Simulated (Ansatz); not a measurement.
The system is TiSi2.

```
Ti Si
1.0
     1.76511   -6.75928    0.00000
     1.76511    6.75928    0.00000
     0.00000    0.00000    3.56517
Ti Si
2 4
Direct
  0.10312 0.89688 0.25000
  0.89688 0.10312 0.75000
  0.75031 0.24969 0.25000
  0.24969 0.75031 0.75000
  0.44175 0.55825 0.25000
  0.55825 0.44175 0.75000
```

The cell comes from a database or a generator and needn't be the stable form of this composition.

Below is the output of Ansatz 0.2.0 for this cell. Logs are shortened: lines on timing, memory, paths and dates and some standing lists are left out, and cuts for length are marked.

```text
Warning: RAYON_NUM_THREADS=2 ignored (pool sized by the plan → 2); use --threads N
scf.n_extra_bands = 15 over 20 filled bands (N_el = 40.0): the run solves 35 bands
Engine: ansatz 0.2.0, x86_64-unknown-linux-gnu
Pseudopotentials: kind: paw
Pseudopotential: Ti, paw, valence charge 12, recommended cutoff 420 eV (normal), Ti.paw.azcp
Pseudopotential: Si, paw, valence charge 4, recommended cutoff 420 eV (normal), Si.paw.azcp
Functional definition: PBE
  parameter kappa = 0.804
  parameter beta = 0.06672455060314922
  exchange = pbe_x(kappa = kappa, mu = beta*pi^2/3)
  correlation = pbe_c(beta = beta)
Crystal: 6 atoms, lattice volume = 85.071 Å³
Basis set: ecut = 420 eV, 1669 PW (Γ), exchange–correlation on 96×96×48 points (8 copies of the dense FFT grid, shifted against one another)
Bands: 35, of which v1, the nominal top of the filled ones, is band 20 counted from 1 (19 counted from 0)
Symmetry: 8 space group operations
Space group: Cmcm (ITA 63), of the structure as read, at distance tolerance 4.4e-5 Å
k-points: 105 of 512
Non-local potential: Ti, projectors of the file, l = 0: 3, l = 1: 2, l = 2: 3, l = 3: 1
Non-local potential: Si, projectors of the file, l = 0: 2, l = 1: 2, l = 2: 2
PAW form: soft (Blöchl's): semilocal exchange-correlation on the pseudo side does not see the compensation charge
PAW one-centre angular grid: Ti, 590 points (default); XC on 64 Gauss nodes
PAW one-centre angular grid: Si, 110 points (default); XC on 64 Gauss nodes
Initial density: superposition of atomic densities (neutral atoms: chi_scale 0, normalization atom), corrected by the library's trained network
Initial wavefunctions: pseudopotential atomic-orbital guess
Functional: x = pbe(κ = 0.804, μ = 0.2195149727645171), c = pbe(β = 0.06672455060314922)
SCF iter   1: F=—  HF=-7545.972020 eV  |F-HF|=—  |Δ(HF+E_count)|=         —  Δρ=5.83e-3  dr2=4.45e-2  ethr=1.77e-3  ⟨swp⟩=5.2  Hψ=16598  notcnv=0  defer=101
preconditioner: auto → Kerker (q_TF=auto, 2.406 Å⁻¹)  [metal: Δε(μ)=0.022 eV  Ē_g=8.397 eV  σ=0.050 eV  W_gap=0.11  n_scr=18 (ndim 8)  ℏωp=19.7 eV  f_vac=0.000  D(μ)=1.47/eV (n_scr^D=4)]
SCF iter   2: F=—  HF=-7545.968418 eV  |F-HF|=—  |Δ(HF+E_count)|=   3.60e-3  Δρ=3.12e-3  dr2=1.52e-2  ethr=1.11e-4  ⟨swp⟩=1.3  Hψ=4564  notcnv=0  defer=361
SCF iter   3: F=—  HF=-7545.966716 eV  |F-HF|=—  |Δ(HF+E_count)|=   1.70e-3  Δρ=3.01e-4  dr2=2.70e-4  ethr=3.79e-5  ⟨swp⟩=1.9  Hψ=3389  notcnv=0  defer=361
SCF iter   4: F=—  HF=-7545.966684 eV  |F-HF|=—  |Δ(HF+E_count)|=   3.18e-5  Δρ=8.80e-5  dr2=1.24e-5  ethr=6.76e-7  ⟨swp⟩=2.0  Hψ=3635  notcnv=0  defer=361
SCF iter   5: F=—  HF=-7545.966766 eV  |F-HF|=—  |Δ(HF+E_count)|=   8.18e-5  Δρ=1.70e-5  dr2=6.87e-7  ethr=3.11e-8  ⟨swp⟩=2.1  Hψ=3953  notcnv=0  defer=361
SCF iter   6: F=-7545.966766 eV  HF=-7545.966766 eV  |F-HF|=1.44e-8  |Δ(HF+E_count)|=   8.53e-8  Δρ=4.48e-6  dr2=2.41e-8  ethr=2.50e-10  ⟨swp⟩=8.8  Hψ=16868  notcnv=0
SCF 1 converged in 6 iterations: F = -7545.966766 eV  dr2 = 2.41e-8
  greatest PAW one-centre occupation: 0.999 electrons in one spin orbital (limit 2), on the Ti atom at site 1 (counted from 0), in its partial waves of l = 0
NSCF: frozen V_eff on 170 k-points
SCF converged after 6 iterations
Free energy (F): -7545.966766 eV
Harris-Foulkes:  -7545.966766 eV  (|F-HF|=1.44e-8)
Internal energy: -7545.954793 eV  (E = F + TS)
E sigma→0 (E₀):  -7545.960780 eV
Entropy (-TS):   -0.011972 eV (-1.995 meV/atom)
Fermi energy:    12.973835 eV
--- Per-component energies (eV) ---
  E_band       = -223.606982
  E_kinetic    = 720.750277
  E_local      = -2069.714195  (includes V_loc(G=0)·N_el)
  E_nonlocal   = 118.715409
  E_hartree    = 900.636583
  E_xc         = -423.446818
  E_vxc        = -441.478484  (∫ρ·V_xc dr)
  E_paw        = -4147.078390  (= ΣΔE_a)
  E_vpaw       = -353.153228  (= ΣTr[D̂ρ^β])
  E_aug_tail   = 0.000284  (compensation charges beyond the density's cutoff)
  E_ewald      = -2645.817945
  E_smearing   = -0.011972  (= −TS)
  E_closure    = -0.000000  (closes the sum)
  Σ components = -7545.966766   (vs F -7545.966766, Δ=0.00e0)
--- Forces (eV/Å), atoms counted from 1 ---
  atom   1  Ti     0.00000000     0.00423815     0.00000000
  atom   2  Ti     0.00000000    -0.00423815     0.00000000
  atom   3  Si     0.00000000    -0.01110355     0.00000000
  atom   4  Si     0.00000000     0.01110355     0.00000000
  atom   5  Si     0.00000000     0.19229427     0.00000000
  atom   6  Si     0.00000000    -0.19229427     0.00000000
  max |Σ_I F_I| component: 0.00e0 eV/Å
--- Stress (GPa, compression-positive) ---
        1.825558       0.000000       0.000000
        0.000000       1.566516       0.000000
        0.000000       0.000000       2.170925
  P = ⅓ Tr σ = 1.8543 GPa (18.543 kbar)
--- Band table (eV; the first three rows and the last of 105) ---
  k-point 0: bands = ["-43.8317", "-43.8223", "-20.1916", "-20.1513", "-20.1406", "-20.1383", "-20.1142", "-20.1034", "-0.1273", "2.0808", "4.4234", "9.5668", "9.8729", "10.0514", "10.3644", "10.4242", "10.8134", "10.8698", "10.8930", "13.4337", "13.6816", "13.7879", "13.8576", "14.3287", "14.3507", "15.0644", "15.5792", "15.8997", "16.0948", "16.9191", "16.9354", "17.5538", "18.2375", "19.4085", "20.7432"]
  k-point 1: bands = ["-43.8308", "-43.8222", "-20.1892", "-20.1517", "-20.1500", "-20.1380", "-20.1226", "-20.1030", "0.0581", "2.2372", "4.5889", "8.0449", "9.0741", "10.1535", "10.3674", "10.8544", "10.8665", "10.9322", "11.4575", "13.0807", "13.4233", "13.6083", "14.1831", "14.8401", "14.8672", "14.9422", "15.1282", "16.1034", "16.3788", "16.8766", "17.4038", "18.1252", "18.8594", "18.9881", "19.1402"]
  k-point 2: bands = ["-43.8285", "-43.8219", "-20.1869", "-20.1754", "-20.1465", "-20.1382", "-20.1374", "-20.1058", "0.6072", "2.7040", "4.9362", "6.3641", "7.4781", "9.8394", "10.4074", "10.7931", "11.0716", "11.1291", "12.4659", "12.5797", "13.1956", "13.3202", "14.3473", "14.7566", "15.0211", "15.3078", "15.3906", "16.0994", "16.3599", "17.7073", "18.2223", "18.2519", "18.5026", "19.2327", "19.7467"]
  k-point 104: bands = ["-43.8234", "-43.8234", "-20.2067", "-20.2067", "-20.1391", "-20.1391", "-20.1246", "-20.1246", "3.1036", "3.1036", "3.6854", "3.6854", "9.3730", "9.3730", "9.6160", "9.6160", "10.9255", "10.9255", "12.0892", "12.0892", "13.4399", "13.4399", "14.6400", "14.6400", "15.3945", "15.3945", "15.5673", "15.5673", "16.9996", "16.9996", "18.2528", "18.2528", "19.4451", "19.4451", "20.9461"]
```

Problem. Write the input and the command behind it.

Solution. Band structure with PBE, no spin polarisation. The files as run (others can give the same):

input.yaml
```yaml
crystal:
  lattice:
    - [1.765105025, -6.759281535, 0.0]
    - [1.765105025, 6.759281535, 0.0]
    - [0.0, 0.0, 3.56517397]
  atoms:
    - { symbol: Ti, position: [0.10311808, 0.89688192, 0.25] }
    - { symbol: Ti, position: [0.89688192, 0.10311808, 0.75] }
    - { symbol: Si, position: [0.75031482, 0.24968518, 0.25] }
    - { symbol: Si, position: [0.24968518, 0.75031482, 0.75] }
    - { symbol: Si, position: [0.44174855, 0.55825145, 0.25] }
    - { symbol: Si, position: [0.55825145, 0.44174855, 0.75] }
hamiltonian:
  xc: pbe
  pseudopotentials: { kind: paw }
kpoints:
  mp_grid: { grid: [8, 8, 8] }
  band_path:
    path:
      - [[0.0, 0.0, 0.0], [0.2670482592, 0.2670482592, 0.0], [0.0, 0.5, 0.0], [0.0, 0.5, 0.5], [0.2670482592, 0.2670482592, 0.5], [0.0, 0.0, 0.5], [0.0, 0.0, 0.0], [-0.5, 0.5, 0.0], [-0.2670482592, 0.7329517408, 0.0], [-0.2670482592, 0.7329517408, 0.5], [-0.5, 0.5, 0.5], [-0.5, 0.5, 0.0]]
      - [[0.0, 0.0, 0.5], [-0.5, 0.5, 0.5]]
    npoints: 14
scf:
  occupations: { method: fermi_dirac, width: 0.05 }
  n_extra_bands: 15
output:
  forces: true
  stress: true
  eigenvalues: true
  fatbands: false
```

Potentials or basis: Ansatz PAW.
The run is started by
```sh
$ ansatz run input.yaml --threads 2 --pin off --max-ram 5632MiB --backend cpu --events-out ev --progress --plain --runs-dir out
```
